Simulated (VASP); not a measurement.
**EuS: electric field gradients with PBE**

**The experiment to reproduce.**

“Crystal-field mediated electronic transitions of EuS up to 35 GPa”, 2022, pmc:8786971 reports, for a powder of EuS at 300 K: band gap 1.72 eV (optical).

EuS:

```
Eu S
1.0
     0.00000    2.97850    2.97850
     2.97850    0.00000    2.97850
     2.97850    2.97850    0.00000
Eu S
1 1
Direct
  0.00000 0.00000 0.00000
  0.50000 0.50000 0.50000
```

| Property | Result |
| --- | --- |
| Program | VASP 6.6.1 |
| Task | electric field gradients |
| Functional | PBE |
| Potentials or basis | VASP PAW PBE potentials, release 64 (Eu, S) |
| Cutoff | 520 eV |
| k mesh | 12 × 12 × 12 |
| Occupations | fermi-dirac, width 0.03 eV |
| Spin | collinear spin, typed start |
| Starting moments | [7.0, 0.0] μB |
| Dipole correction | no |
| Further INCAR settings | ALGO = Normal; EDIFF = 1e-08; NBANDS = 22 |

```yaml
Pressure: -2.8 GPa
Band_gap_on_the_k_mesh: none (metal or under the smearing width)
Net_moment: 6.99 μB per cell
Site_moments: Eu +6.59; S -0.07 μB
Valence_electrons_inside_the_program's_atomic_spheres: Eu 14.75; S 3.75
```

Levels at points of the mesh, in eV from the Fermi level:
Spin up:
```
           k point  band 13  band 14  band 15  band 16  band 17  band 18
(0.00, 0.00, 0.00)     0.08     0.08     0.08     0.80     1.07     1.07
(0.50, 0.00, 0.00)    -0.28    -0.24    -0.23     2.94     3.22     3.64
(0.50, 0.50, 0.00)    -0.29    -0.25    -0.07    -0.07     3.08     3.22
```
Spin down:
```tsv
k point	band 6	band 7	band 8	band 9	band 10	band 11
(0.00, 0.00, 0.00)	-2.62	-2.62	-2.62	1.43	1.85	1.85
(0.50, 0.00, 0.00)	-5.13	-3.74	-3.74	2.87	4.04	4.11
(0.50, 0.50, 0.00)	-3.75	-2.97	-2.97	-0.14	3.93	3.95
```

Electric field gradients, principal values (V/Å²):
```tsv
atom	Vxx	Vyy	Vzz
1 Eu	0.001	0.001	-0.003
2 S	0.000	0.000	-0.001
```

Wall time 83 s on 1 thread of Intel(R) Xeon(R) 6975P-C (Granite Rapids), on a shared host, peak memory 0.3 GiB.

Measured gap of EuS: 1.72 eV (optical; 300 K; powder; “Crystal-field mediated electronic transitions of EuS up to 35 GPa”, 2022, pmc:8786971). This calculation gives 0.00 eV (-1.72 eV). So large a miss can be the level of theory's own, or it may mean another phase, state or a wrong row. Spin-orbit coupling on Eu is left out. The value is that of PBE on a finite k mesh, which can miss the band edges, without temperature or zero-point motion. Semilocal functionals fall short of measured gaps as a rule. The run's magnetic order (collinear spin, typed start) needn't be the measured crystal's.

Caveat: spin-orbit coupling is left out, which moves the levels of the heavy elements; a cell with one magnetic atom can't hold antiferromagnetic order, which such compounds often take; without U or exact exchange the open f shell lies at the Fermi level, which spoils levels, moments and volumes. The state reached can hang on the start; a lower one may exist.
